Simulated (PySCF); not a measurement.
Compound: isopentane, C₅H₁₂.
SMILES: `CCC(C)C`

Torsions of this conformer, `[CH3:1][CH2:2][CH:3]([CH3:4])[CH3:5]`: C1–C2–C3–C4 67°.

The closed-shell ground state was solved at several levels (PySCF, density fitting, gas phase, non-relativistic). Geometry: GFN2-xTB, one conformer, isolated molecule.

| level | basis functions | total energy (Eh) | HOMO (eV) | LUMO (eV) | gap (eV) | dipole (D) |
| --- | --- | --- | --- | --- | --- | --- |
| PBE0/pcSseg-1 | 145 | -197.4886 | -8.83 | 1.53 | 10.36 | 0.08 |
| B3LYP/pcJ-1 | 255 | -197.7899 | -8.62 | 1.25 | 9.87 | 0.09 |

Problem. Estimate the row for B3LYP/def2-SVPD, a basis of 196 functions; the other rows only guide the guess.

Solution. Total energy -197.6394 Eh, HOMO -8.62 eV, LUMO 0.52 eV, gap 9.14 eV, dipole 0.09 D.

Problem. Over all these levels, which gives the widest orbital gap and which the narrowest?

Solution. PBE0/pcSseg-1 (global hybrid, 25 % exact exchange) has the widest, 10.36 eV, and B3LYP/def2-SVPD (global hybrid, 20 % exact exchange) the narrowest, 9.14 eV. Functional and basis both differ between the two, so the spread mixes both effects.

Problem. How far do the dipole and the HOMO energy spread over the levels?

Solution. The dipole runs from 0.08 to 0.09 D (mean 0.08 D) and the HOMO from -8.83 to -8.62 eV.
